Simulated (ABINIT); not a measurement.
The system is WC (Qusongite).

```
W C
1.0
     2.90650    0.00000    0.00000
    -1.45325    2.51710    0.00000
     0.00000    0.00000    2.83660
W C
1 1
Direct
  0.00000 0.00000 0.00000
  0.66667 0.33333 0.50000
```

Program: ABINIT 10.8.3 (patched build). Alike in all runs: cell as given; smearing fermi-dirac 0.05 eV.

Task: Order these runs on this cell by their pressure, lowest first.
A. level BP86; potentials or basis JTH PAW PBE v2.0; spin off; k mesh 10 × 10 × 9; cutoff (eV) 517; fine-grid cutoff 1034.03 eV; mesh quality not flagged
B. level AM05; potentials or basis JTH PAW PBE v2.0; spin SOC, no magnetisation; k mesh 10 × 10 × 9; cutoff (eV) 517; fine-grid cutoff 1034.03 eV; mesh quality not flagged
C. level WC; potentials or basis JTH PAW PBE v2.0; spin SOC, no magnetisation; k mesh 10 × 10 × 9; cutoff (eV) 517; fine-grid cutoff 1034.03 eV; mesh quality not flagged
D. level PBEsol; potentials or basis JTH PAW PBE v2.0; spin off; k mesh 6 × 6 × 5; cutoff (eV) 517; fine-grid cutoff 1034.03 eV; mesh quality coarse
E. level LDA; potentials or basis JTH PAW LDA v2.0; spin SOC, no magnetisation; k mesh 10 × 10 × 9; cutoff (eV) 544; fine-grid cutoff 1088.46 eV; mesh quality not flagged

Result: E (-9.4 GPa), B (-4.2 GPa), D (-2.2 GPa), C (-0.1 GPa), A (8.2 GPa).

Caveats: some runs use coarse meshes; the PAW data sets were made with another functional, which shifts forces and pressure a little (some runs).

Runs at the PBE level aren't shown here.
